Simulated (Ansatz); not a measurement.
Runs of Ansatz 0.2.0 on CdS. The structure is cubic, space group Fm-3m (No. 225). Conventional cell: a = 5.506 Å, b = 5.506 Å, c = 5.506 Å, α = 90.00°, β = 90.00°, γ = 90.00°. Cd (site symmetry m-3m) is surrounded by 6 S at 2.75 Å. Around S (site symmetry m-3m) lie 6 Cd at 2.75 Å. Measurements of this composition are mostly on another form, of space group No. 186.

```tsv
task	level	spin	cell	k mesh	cutoff (eV)	smearing	driver	atoms under strain	optimizer	fmax	steps	other keys	gap on the mesh (eV)	pressure (GPa)	relaxed volume (Å³/atom)
relaxation of cell and atoms	revPBE	SOC, no magnetisation	relaxed	10 × 10 × 10	420	cold 0.05 eV	chain	-	-	-	-	basis.ecutrho_ratio = 9; kpoints.mp_grid.shift = [0.5, 0.5, 0.5]; …	(a)	0.0	(b)
single point	r2SCAN+rVV10	off	atoms moved at random, drawn with an rms of 0.02 Å	6 × 6 × 6	500	fermi-dirac 0.15 eV	chain	-	-	-	-	-	0.74	-3.3	-
elastic constants	revPBE	off	volume scaled by 0.8	7 × 7 × 7	420	fermi-dirac 0.05 eV	-	relaxed	-	-	-	-	0.53	28.5	-
relaxation of cell and atoms	LDA	SOC, no magnetisation	relaxed	8 × 8 × 8	420	fermi-dirac 0.01 eV	chain	-	-	-	-	-	-	0.0	19.01
relaxation of cell and atoms	LDA	SOC, no magnetisation	relaxed	8 × 8 × 8	420	methfessel-paxton 0.05 eV	calculator	-	BFGS	0.05	30	-	-	-0.1	19.03
```

Alike in all rows: potentials or basis Ansatz PAW.

Problem. Estimate the missing entries.

Solution. (a) 0.51; (b) 21.30.

Caveats: the potentials were made for another functional, which shifts forces and pressure (some runs); the PAW data sets were made with another functional, which shifts forces and pressure a little (some runs); the cell is more than 3 GPa from zero pressure, which shifts response properties (some runs); odd divisions of the mesh miss points on the zone boundary, where band edges often lie, so the gap on the mesh can be too wide (some runs); the PAW data sets come from PBE, with cores solved anew for the run's functional, which leaves a small shift of forces and pressure (some runs).

A k mesh can miss the band edges, and rows without SOC leave out spin-orbit coupling on Cd.
